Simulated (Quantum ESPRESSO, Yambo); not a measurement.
An input for Yambo 5.3.0 (KBr (Fm-3m)):

```
HF_and_locXC
gw0
dyson
ppa
em1d
rim_cut
RandQpts= 1000000
RandGvec= 1 RL
EXXRLvcs= 76 Ry
VXCRLvcs= 304 Ry
Chimod= "HARTREE"
% BndsRnXp
 1 | 119 |
%
NGsBlkXp= 11 Ry
% LongDrXp
 1 | 1 | 1 |
%
% GbndRnge
 1 | 119 |
%
DysSolver= "n"
ExtendOut
PPAPntXp= 27.21138 eV
% QPkrange
 1 | 8 | 9 | 17 |
%
GfnQPdb= "E < ./gw6_fix/ndb.QP"
XfnQPdb= "E < ./gw6_fix/ndb.QP"
```

```sh
OMP_NUM_THREADS=1 mpirun -n 4 yambo -F gw7.in -J gw7 -C gw7 > gw7.log
```

The stored states that it reads are on a 4×4×4 mesh. Symmetry: Fm-3m, No. 225, cubic system. The conventional cell has a = 6.600 Å, b = 6.600 Å, c = 6.600 Å, α = 90.00°, β = 90.00°, γ = 90.00°. K has 6 Br at 3.30 Å nearest. Nearest to Br lie 6 K at 3.30 Å. Farther neighbours and most contacts between anions are not listed.

Question: Estimate wall time and host memory on 4 MPI ranks of Arm Neoverse V1, shared host.

It took 12 min; on shared hardware allow 5.9 min to 23 min. Peak host memory was 2.0 GiB.

The screening grows as filled bands × empty bands × pairs of k points, times the square of the screening basis for the matrix.

[Paths, hosts, dates, memory and timing lines, banners, echoed tables and standing remarks are left out of the program output.]

[Logs are printed without paths, hosts, clocks, repeated set-up lines and the standing remarks that a program may print on its own settings, such as how far it seeks lower states.]

[Runs of the session that timed out or met a known fault of the program may be left out.]

[Hosts, paths, dates, database ids (printed as entryN), source tags and the programs' standing remarks are cut or masked in the printed files.]
